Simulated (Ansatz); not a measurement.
**Hg: frozen-core PAW against all-electron methods**

```yaml
crystal:
  lattice:
    - [2.23398, -2.04586, 0.00000]
    - [2.23398, 2.04586, 0.00000]
    - [-0.34874, 0.00000, 3.03980]
  atoms:
    - { symbol: Hg, position: [0.50000, 0.50000, 0.50000] }
```

Structure from Materials Project entry mp-1184569 (possibly hypothetical), not relaxed further.

Spin–orbit coupling is left out, though it moves levels of the heavy atoms by tenths of an eV or more.

All numbers are computed: DFT, LDA, PAW with Ansatz's default frozen-core files, scalar-relativistic (Ansatz 0.2.0); DFT, LDA, all-electron LAPW, scalar-relativistic (Ansatz 0.2.0).

For PAW: a Γ-centred 11×11×11 k mesh, Fermi–Dirac smearing of 0.05 eV, cutoff 420 eV, no spin polarisation; the PAW files were made with PBE, and the program remakes their frozen cores for this functional. LAPW targets a basis error of 1 meV/atom. The Ansatz runs share mesh, smearing and spin set-up. Plane-wave (PAW) pressures include the program's estimate of the Pulay term.

Stress and pressure are positive in compression.

Levels count from the Fermi level.

PAW results:

```csv
quantity,PAW
pressure (GPa),-4.52
stress xx (GPa),-4.69
stress yy (GPa),-4.35
stress zz (GPa),-4.53
stress xz (GPa),0.25
highest filled level at D (eV),-5.206
lowest empty level at D (eV),2.658
highest filled level at M2 (eV),-5.105
lowest empty level at M2 (eV),3.314
highest filled level at D2 (eV),-5.206
lowest empty level at D2 (eV),2.658
```

Q: What does LAPW (all electrons) give for the same quantities?

A: 
```tsv
quantity	LAPW
pressure (GPa)	-4.52
stress xx (GPa)	-4.68
stress yy (GPa)	-4.35
stress zz (GPa)	-4.53
stress xz (GPa)	0.25
highest filled level at D (eV)	-5.204
lowest empty level at D (eV)	2.657
highest filled level at M2 (eV)	-5.103
lowest empty level at M2 (eV)	3.314
highest filled level at D2 (eV)	-5.204
lowest empty level at D2 (eV)	2.657
```
